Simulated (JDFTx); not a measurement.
Cu under changes of volume

One of the cells (11.810 Å³/atom); the others are scaled copies at fixed shape and fractional positions:

```xyz
1
Lattice="0.0000 1.8075 1.8075 1.8075 0.0000 1.8075 1.8075 1.8075 0.0000" Properties=species:S:1:pos:R:3 pbc="T T T"
Cu    0.0000    0.0000    0.0000
```

| Property | Result |
| --- | --- |
| Program | JDFTx 1.7.0 (patched build) |
| Functional | PBEsol |
| Potentials or basis | PseudoDojo-SR-PBEsol-0.4.1-standard with smoothed tails |
| Cutoff | 1252 eV |
| Density cutoff | 5007 eV |
| k mesh | 13 × 13 × 13 |
| Occupations | fermi-dirac, width 0.05 eV |
| Spin | no spin polarisation |

```tsv
volume (Å³/atom)	energy over the lowest point (meV/atom)	pressure (GPa)
11.102	?	?
11.338	0.00	-0.7
11.574	3.50	-4.0
11.810	11.61	-6.9
12.047	23.70	-9.5
12.283	39.31	-11.7
12.519	58.08	-13.7
```

Question: What does the run at 11.102 Å³/atom give?

Answer: Energy over the lowest point 1.67 meV/atom; pressure 3.0 GPa.

Worked out: A Birch-Murnaghan fit of order 3 (a polynomial in V^(-2/3)) to the other rows has its minimum at 11.29 Å³/atom, just outside them, with B0 = V·E''(V) = 170 GPa and B' = 4.8. It gives 1.57 meV/atom at 11.102 Å³/atom, against the run's 1.67, and -dE/dV = 3.0 GPa, against 3.0.

Energies are extrapolated to zero smearing.
